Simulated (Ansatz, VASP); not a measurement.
**One calculation of Sn, two programs**

The input INCAR:

```
SYSTEM = Sn
PREC = Accurate
ENCUT = 600
EDIFF = 1E-7
ISMEAR = -1
SIGMA = 0.05
LREAL = .False.
LASPH = .True.
NELM = 80
ALGO = Normal
ISIF = 3
LWAVE = .False.
LCHARG = .False.
GGA = RE
IBRION = 2
NSW = 60
EDIFFG = -0.01
```

The input KPOINTS:

```
regular mesh
0
Gamma
  10 10 10
  0 0 0
```

The input POSCAR:

```
Sn
1.0
   -1.8946518192      1.8946518192      1.8946518192
    1.8946518192     -1.8946518192      1.8946518192
    1.8946518192      1.8946518192     -1.8946518192
Sn
1
Direct
    0.0000000000      0.0000000000      0.0000000000
```

File input.yaml:

```yaml
crystal:
  lattice:
    - [-1.8946518192, 1.8946518192, 1.8946518192]
    - [1.8946518192, -1.8946518192, 1.8946518192]
    - [1.8946518192, 1.8946518192, -1.8946518192]
  atoms:
    - { symbol: Sn, position: [0.0, 0.0, 0.0] }
hamiltonian:
  xc: revpbe
  pseudopotentials: { kind: paw }
kpoints:
  mp_grid: { grid: [10, 10, 10] }
scf:
  occupations: { method: fermi_dirac, width: 0.05 }
output:
  forces: true
  stress: true
  eigenvalues: true
relax:
  f_tol: 0.01
  max_steps: 40
  cell: { stress_tol: 0.05 }
```

This isn't the form of Sn at room conditions, which is tetragonal (white tin).

Alike in both runs: task relaxation of cell and atoms; functional revPBE; k mesh 10 × 10 × 10; occupations fermi-dirac, width 0.05 eV; no spin polarisation.

```csv
,VASP,Ansatz
version,VASP 6.6.1,Ansatz 0.2.0
potentials or method,"VASP PAW PBE potentials, release 64 (Sn_d)",Ansatz PAW
plane-wave cutoff (eV),600,420
valence electrons in the cell,14,14
```

Ansatz gave:

| Item | Value |
| --- | --- |
| gap on the k mesh at the Fermi level, each at its own relaxed structure (eV) | none |
| relaxed volume (Å³/atom) | 28.22 |
| relaxed cell length with the largest relative difference (Å) | 3.322 |
| energy change over the relaxation (meV/atom) | -5 |

Question: Estimate VASP's values.

Answer: gap on the k mesh at the Fermi level, each at its own relaxed structure (eV): none; relaxed volume (Å³/atom): 28.21; relaxed cell length with the largest relative difference (Å): 3.322; energy change over the relaxation (meV/atom): -5.

A gap of «none» marks a metal or a gap that the smearing closes.

Caveats: the PAW data sets were made with another functional, which shifts forces and pressure a little (VASP); the plane-wave basis is chosen anew once the cell has moved, so the energies of steps on either side of that aren't comparable (Ansatz); the PAW data sets come from PBE, with cores solved anew for the run's functional, which leaves a small shift of forces and pressure (Ansatz).
